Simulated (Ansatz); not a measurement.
# Co under pressure

Method: Ansatz 0.2.0, DFT PBE, scalar-relativistic, plane waves, PAW. (420 eV cutoff, 18×18×6 k-mesh, Gaussian smearing of 0.10 eV, collinear spin)

Reference structure (relaxed):

```
CELL_PARAMETERS angstrom
2.49160 0.00000 0.00000
-1.24580 2.15778 0.00000
0.00000 0.00000 8.09332
ATOMIC_POSITIONS crystal
Co 0.00000 0.00000 0.00000
Co 0.33333 0.66667 0.25000
Co 0.00000 0.00000 0.50000
Co 0.66667 0.33333 0.75000
```

Cell and atoms are relaxed at each pressure within the symmetry of the start, at zero temperature, so transitions that lower the symmetry aren't seen. The k-mesh given is that at zero pressure and may differ at others. a, b and c are the lengths of the cell vectors above.

```csv
P (GPa),V (Å³/atom),V/V0,a (Å),b (Å),c (Å)
-3,11.04,1.015,2.504,2.504,8.132
0,10.88,1.000,2.492,2.492,8.093
3,10.73,0.987,2.481,2.481,8.056
8,10.51,0.966,2.464,2.464,7.999
15,10.24,0.941,2.443,2.443,7.927
30,9.77,0.898,2.405,2.405,7.796
60,9.07,0.834,2.347,2.347,7.606
```

(1) What bulk modulus and pressure derivative fit these points?

## Answers

(1) A third-order Birch–Murnaghan fit gives B0 = 216 GPa and B0' = 4.6.